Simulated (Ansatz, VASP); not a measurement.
**One calculation of BAs, two programs**

File POSCAR:

```
BAs
1.0
    0.0000000000      2.2921359084      2.2921359084
    2.2921359084      0.0000000000      2.2921359084
    2.2921359084      2.2921359084      0.0000000000
B As
1 1
Direct
    0.0000000000      0.0000000000      0.0000000000
    0.2500000000      0.2500000000      0.2500000000
```

Contents of INCAR.step1:

```
ALGO = Normal
EDIFF = 1E-4
ENCUT = 520
GGA = PE
ISMEAR = 0
LASPH = T
LCHARG = F
LREAL = F
LWAVE = T
NBANDS = 11
NELM = 60
PREC = Accurate
SIGMA = 0.02
```

Contents of INCAR.step2:

```
ALGO = Normal
EDIFF = 1E-6
ENCUT = 520
ISIF = 2
ISMEAR = 0
ISTART = 1
LASPH = T
LCHARG = F
LMIXTAU = T
LREAL = F
LWAVE = F
METAGGA = R2SCAN
NBANDS = 11
NELM = 60
PREC = Accurate
SIGMA = 0.02
```

Contents of KPOINTS:

```
k-points
0
Gamma
  10 10 10
```

Input for Ansatz:

```yaml
crystal:
  lattice:
    - [0.0, 2.2921359084, 2.2921359084]
    - [2.2921359084, 0.0, 2.2921359084]
    - [2.2921359084, 2.2921359084, 0.0]
  atoms:
    - { symbol: B, position: [0.0, 0.0, 0.0] }
    - { symbol: As, position: [0.25, 0.25, 0.25] }
basis:
  ecutwfc: 500
kpoints:
  mp_grid: { grid: [10, 10, 10] }
hamiltonian:
  xc: r2scan
scf:
  occupations: { method: gaussian, width: 0.02 }
output:
  forces: true
  stress: true
  eigenvalues: true
```

Alike in both runs: task single point; functional r2SCAN; k mesh 10 × 10 × 10; occupations gaussian, width 0.02 eV; no spin polarisation.

|  | VASP | Ansatz |
| --- | --- | --- |
| version | VASP 6.6.1 | Ansatz 0.2.0 |
| potentials or method | VASP PAW PBE potentials, release 64 (B, As) | scalar-relativistic, plane waves, PAW |
| plane-wave cutoff (eV) | 520 | 500 |
| valence electrons in the cell | 8 | 18 |

VASP gave:

```
gap on the k mesh at the Fermi level (eV) : 1.23
least direct gap on the mesh (eV)         : 3.60
pressure (GPa)                            : 24.0
```

Task: Estimate Ansatz's values.

Result: gap on the k mesh at the Fermi level (eV): 1.23; least direct gap on the mesh (eV): 3.60; pressure (GPa): 23.3.

With one functional, cell and mesh, what is left measures potentials, basis and numerics. The two sets of potentials don't hold the same shells in valence.

Caveats: so large a pressure means that the cell lies far from this level's equilibrium, or that cutoff or potentials fall short (VASP); the potentials were made for another functional, which shifts forces and pressure (VASP). A k mesh can miss the band edges. r2SCAN opens gaps a little over a GGA but as a rule still falls short of measured ones.
